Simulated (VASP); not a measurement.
**Mg2Sn: relaxation of cell and atoms with LDA**

Crystal: Mg2Sn.

```xyz
3
Lattice="0.0000 3.3257 3.3257 3.3257 0.0000 3.3257 3.3257 3.3257 0.0000" Properties=species:S:1:pos:R:3 pbc="T T T"
Mg    1.6629    1.6629    1.6629
Mg    4.9886    4.9886    4.9886
Sn    3.3257    3.3257    6.6514
```

```
Program                : VASP 6.6.1
Task                   : relaxation of cell and atoms
Functional             : LDA
Potentials or basis    : VASP PAW LDA potentials, release 64 (Mg, Sn_d)
Cutoff                 : 600 eV
k mesh                 : 10 × 10 × 10
Occupations            : methfessel-paxton, width 0.1 eV
Spin                   : no spin polarisation
Further INCAR settings : ALGO = Normal; EDIFF = 1e-07; IBRION = 2; EDIFFG = -0.005; NSW = 90; ISIF = 3
```

The pressure after relaxing is 0.0 GPa and the band gap on the k mesh is none (metal or under the smearing width).

Final structure:
```xyz
3
Lattice="0.0000 3.3257 3.3257 3.3257 0.0000 3.3257 3.3257 3.3257 0.0000" Properties=species:S:1:pos:R:3 pbc="T T T"
Mg    1.6629    1.6629    1.6629
Mg    4.9886    4.9886    4.9886
Sn    0.0000    0.0000    0.0000
```

Levels at points of the mesh, in eV from the Fermi level:
```csv
k point,band 5,band 6,band 7,band 8,band 9,band 10,band 11,band 12,band 13
"(0.00, 0.00, 0.00)",-20.84,-9.33,0.03,0.03,0.03,1.61,2.27,2.27,2.27
"(0.50, 0.00, 0.00)",-20.84,-8.00,-4.95,-0.82,-0.82,0.81,2.31,2.31,4.02
"(0.50, 0.50, 0.00)",-20.84,-7.46,-4.71,-2.15,-2.15,-0.08,0.15,7.44,7.44
```

It took 20 s on 2 MPI ranks on AMD EPYC 9R45 (Zen 5), on a shared host, peak memory 0.2 GiB a rank.

Caveat: the relaxation stopped at its first step, so nothing moved; this crystal is a semiconductor, whose small gap the functional closes, so the metal is an error of the method.
